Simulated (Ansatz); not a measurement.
What a trial cell of Ti relaxes into

Method: DFT PBE, scalar-relativistic, plane waves, PAW in Ansatz. Cutoff 420 eV, Γ-centred k mesh, Gaussian smearing, no spin polarisation in the final step.

The start puts Ti on the alpha-gallium structure type (Cmce, No. 64), at a guessed volume.

```
Ti
1.0
     2.19435   -3.71902    0.00000
     2.19435    3.71902    0.00000
     0.00000    0.00000    4.39454
Ti
4
Direct
  0.15250 0.84750 0.07850
  0.65250 0.34750 0.42150
  0.84750 0.15250 0.92150
  0.34750 0.65250 0.57850
```

Cell and atoms relax at zero pressure; the relaxation can't lower the symmetry of the start. After a coarse first stage the cell is made exact in the group found at 0.06 Å.

Energies count from the standard state of Ti at the same level.

(1) Describe the relaxed structure.

(2) What are its volume, energy, density and gap?

## Answers

(1) It ends in I4/mmm (No. 139). Conventional cell: a = 2.761 Å, c = 9.795 Å. Ti is coordinated by 8 Ti at 2.76–2.77 Å and 1 Ti at 2.94 Å.

```
Ti
1.0
    -1.38041    1.38041    4.89732
     1.38041   -1.38041    4.89732
     1.38041    1.38041   -4.89732
Ti
2
Direct
  0.85001 0.85001 0.00000
  0.14999 0.14999 0.00000
```

(2) The volume per atom is 18.66 Å³ and the density is 4.26 g/cm³. The energy over the standard structure is 0.22 eV/atom and the gap on the 20×20×20 mesh is 0 eV (a metal).

The final run used a 20×20×20 mesh on its 2-atom cell and 0.10 eV smearing. For metals, differences of a few meV/atom aren't resolved. A structure relaxed within its symmetry needn't be a true minimum.